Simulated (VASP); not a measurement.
# I (C2/m) in VASP: notebook, part 2 of 2

VASP 6.6.1. The steps go on from the part before.

## (3) Single point, PBEsol (I replaced by Cl, lengths x 0.840, strained and moved within the space group)

Input file INCAR:

```
SYSTEM = Cl
ALGO = Fast
EDIFF = 1E-6
ENCUT = 520
GGA = PS
ISIF = 2
ISMEAR = 0
LASPH = .TRUE.
LCHARG = .TRUE.
LELF = .TRUE.
LREAL = .FALSE.
LVHAR = .TRUE.
LWAVE = .FALSE.
NBANDS = 10
NELM = 100
PREC = Accurate
SIGMA = 0.1
```

Input file KPOINTS:

```
k-points
0
G
  14 14 20
  0 0 0
```

Input file POSCAR:

```
Cl
1.0
    2.2073172591     -3.2232388053      0.0000000000
    2.2073172591      3.2232388053      0.0000000000
   -1.4094942873      0.0000000000      2.0705755099
Cl
1
Direct
    0.5000000000      0.5000000000      0.5000000000
```

Potentials or basis: VASP PAW PBE potentials, release 64 (Cl).

Run with:

```bash
> cat potpaw_PBE.64/Cl/POTCAR > POTCAR
> mpirun -np 1 vasp_std > vasp.out
```

OUTCAR:

```text
SYSTEM = Cl
   EDIFF = 1E-6
   ENCUT = 520
   GGA = PS
   ISIF = 2
   ISMEAR = 0
   LASPH = .TRUE.
   LREAL = .FALSE.
   NELM = 100
   PREC = Accurate

 ion  position               nearest neighbor table
   1  0.500  0.500  0.500-

  LATTYP: Found a base centered monoclinic cell.
 ALAT       =     4.4146345182
 B/A-ratio  =     1.4602517114
 C/A-ratio  =     0.5673826054
 COS(beta)  =    -0.5627202553

  Lattice vectors:

 A1 = (   2.2073172591,  -3.2232388053,   0.0000000000)
 A2 = (   2.2073172591,   3.2232388053,   0.0000000000)
 A3 = (  -1.4094942873,   0.0000000000,   2.0705755099)

Analysis of symmetry for initial positions (statically):
=====================================================================
 Subroutine PRICEL returns:
 Original cell was already a primitive cell.

 Routine SETGRP: Setting up the symmetry group for a
 base centered monoclinic supercell.

 Subroutine GETGRP returns: Found  4 space group operations
 (whereof  4 operations were pure point group operations)
 out of a pool of  4 trial point group operations.

The static configuration has the point symmetry C_2h.

Analysis of symmetry for dynamics (positions and initial velocities):
=====================================================================
 Subroutine PRICEL returns:
 Original cell was already a primitive cell.

 Routine SETGRP: Setting up the symmetry group for a
 base centered monoclinic supercell.

 Subroutine GETGRP returns: Found  4 space group operations
 (whereof  4 operations were pure point group operations)
 out of a pool of  4 trial point group operations.

The dynamic configuration has the point symmetry C_2h.

 Subroutine INISYM returns: Found  4 space group operations
 (whereof  4 operations are pure point group operations),
 and found     1 'primitive' translations

[... 109 lines left out ...]
   IALGO  =     68    algorithm
   IMIX   =      4    mixing-type and parameters
     AMIX     =   0.40;   BMIX     =  1.00
     AMIX_MAG =   1.60;   BMIX_MAG =  1.00
  volume/ion in A,a.u.               =      29.46       198.83
  Fermi-wavevector in a.u.,A,eV,Ry     =   1.013946  1.916080 13.987960  1.028086
  Thomas-Fermi vector in A             =   2.147144
   LORBIT       =      0    0 simple, 1 ext, 2 COOP (PROOUT), +10 PAW based schemes
   GGA     = PS    functional components
   LHFCALC =     F    Hartree Fock is set to
   AEXX    =    0.0000 exact exchange contribution
   IVDW    =     0    specifies the selected vdW correction
   LEPSILON=     F    determine dielectric tensor
   LRPA    =     F    only Hartree local field effects (RPA)
 non-spin polarized calculation
 RMM-DIIS sequential band-by-band and
 Gauss-broadening in eV      SIGMA  =   0.10
  energy-cutoff  :      520.00
  volume of cell :       29.46
 maximum number of plane-waves:       809
 NGX is ok and might be reduce to    30
   NGX = 15   NGY = 15   NGZ =  9

 number of electron       7.0000000 magnetization

 Free energy of the ion-electron system (eV)
  ---------------------------------------------------
  ext. energy  EPLUGINS =         0.00000000
  ---------------------------------------------------
  free energy    TOTEN  =        -1.65511613 eV

  energy without entropy =       -1.64337190  energy(sigma->0) =       -1.64924401

 E-fermi :  -1.2501     XC(G=0):  -7.9771

 val. band max:       -1.2507216611   @ k =  -0.4286  -0.4286   0.4500
 cond. band min:      -1.2499174691   @ k =  -0.2143  -0.0000   0.4000
 fundamental gap:      0.0008041920
 Fermi energy:        -1.2501097528

 k-point     1 :       0.0000    0.0000    0.0000
  band No.  band energies     occupation
      1     -16.0428      2.00000
      2      -2.3702      2.00000
      3      -2.3633      2.00000
      4       1.9315      0.00000
      5       5.5459      0.00000
      6      10.7699      0.00000
      7      11.1219      0.00000
      8      12.7259      0.00000
      9      15.4451      0.00000
     10      19.5468      0.00000
[... 287 lines left out ...]
 k-point    24 :       0.2857    0.1429    0.0000
  band No.  band energies     occupation
      1     -15.7848      2.00000
      2      -3.9311      2.00000
      3      -2.8789      2.00000
      4       1.9460      0.00000
      5       7.9770      0.00000
      6       9.6608      0.00000
      7      12.7464      0.00000
      8      14.6725      0.00000
      9      18.3278      0.00000
     10      19.7961      0.00000

 [... further k-points ...]
[... 5 lines left out ...]
  --------------------------------------------------------------------------------------
  -------------------------------------------------------------------------------------
  Total       -1.0636224      0.0303156     -1.9629271      0.0000000      0.0000000      1.1414903
  in kB      -57.8388640      1.6485364   -106.7422741      0.0000000      0.0000000     62.0732501
  external PRESSURE =     -54.3108672 kB  Pullay stress =       0.0000000 kB

 VOLUME and BASIS-vectors are now :
 -----------------------------------------------------------------------------
  energy-cutoff  :      520.00
  volume of cell :       29.46
      direct lattice vectors                 reciprocal lattice vectors
     2.207317259 -3.223238805  0.000000000     0.226519318 -0.155123474  0.154197557
     2.207317259  3.223238805  0.000000000     0.226519318  0.155123474  0.154197557
    -1.409494287  0.000000000  2.070575510     0.000000000  0.000000000  0.482957514

 POSITION                                       TOTAL-FORCE (eV/Angst)
 -----------------------------------------------------------------------------------
      1.50257      0.00000      1.03529         0.000000      0.000000      0.000000
 -----------------------------------------------------------------------------------
    total drift:                                0.000000      0.000000      0.000000

  FREE ENERGIE OF THE ION-ELECTRON SYSTEM (eV)
  ---------------------------------------------------
  free  energy   TOTEN  =        -1.6551161258 eV

  energy  without entropy=       -1.6433718978  energy(sigma->0) =       -1.64924401
```

OSZICAR:

```text
N       E                     dE             d eps       ncg     rms          rms(c)
DAV:   1     0.309461735915E+02    0.30946E+02   -0.30558E+03 21300   0.533E+02
DAV:   2    -0.486608328663E+00   -0.31433E+02   -0.30736E+02 26680   0.110E+02
DAV:   3    -0.175619205972E+01   -0.12696E+01   -0.12453E+01 26656   0.249E+01
DAV:   4    -0.176376224306E+01   -0.75702E-02   -0.75688E-02 28370   0.215E+00
DAV:   5    -0.176381182631E+01   -0.49583E-04   -0.49583E-04 26964   0.150E-01    0.433E+00
RMM:   6    -0.166415655328E+01    0.99655E-01   -0.44707E-02 21788   0.131E+00    0.290E+00
RMM:   7    -0.165619760109E+01    0.79590E-02   -0.30107E-02 23570   0.121E+00    0.146E+00
RMM:   8    -0.165542251612E+01    0.77508E-03   -0.37932E-03 23288   0.462E-01    0.353E-01
RMM:   9    -0.165514882003E+01    0.27370E-03   -0.39658E-04 26878   0.166E-01    0.741E-02
RMM:  10    -0.165511754088E+01    0.31279E-04   -0.20083E-04 26190   0.106E-01    0.317E-02
RMM:  11    -0.165511702518E+01    0.51570E-06   -0.22061E-05 27152   0.413E-02    0.975E-03
RMM:  12    -0.165511599194E+01    0.10332E-05   -0.30612E-06 25332   0.152E-02    0.338E-03
RMM:  13    -0.165511612580E+01   -0.13386E-06   -0.78241E-07 18677   0.761E-03
   1 F= -.16551161E+01 E0= -.16492440E+01  d E =-.117442E-01
```

stdout:

```text
POSCAR found type information on POSCAR Cl
 POSCAR found :  1 types and       1 ions
 scaLAPACK will be used
 -----------------------------------------------------------------------------
|                                                                             |
|                                                                             |
|     You enforced a specific xc type in the INCAR file but a different       |
|     I HOPE YOU KNOW WHAT YOU ARE DOING!                                     |
|                                                                             |
 -----------------------------------------------------------------------------

 LDA part: xc-table for (Slater+PW92), standard interpolation
 POSCAR, INCAR and KPOINTS ok, starting setup
 FFT: planning ... GRIDC
 FFT: planning ... GRID_SOFT
 FFT: planning ... GRID
 WAVECAR not read
 entering main loop
```

Wall time 4.8 min (1 thread of AMD EPYC 7R13 (Zen 3), shared host); peak memory 0.31 GiB.

What came out:

| Quantity | Value |
| --- | --- |
| Free energy | -1.6551 eV |
| Pressure | -5.4 GPa |
| Band gap on the k mesh | none (metal or under the smearing width) |

Stress tensor (GPa, compression positive):
```
 -5.78   0.00   6.21
  0.00   0.16   0.00
  6.21   0.00 -10.67
```

Caveat: the PAW data sets were made with another functional, which shifts forces and pressure a little; an odd number of electrons without spin polarisation forces a metal; a magnetic or distorted state may lie lower.
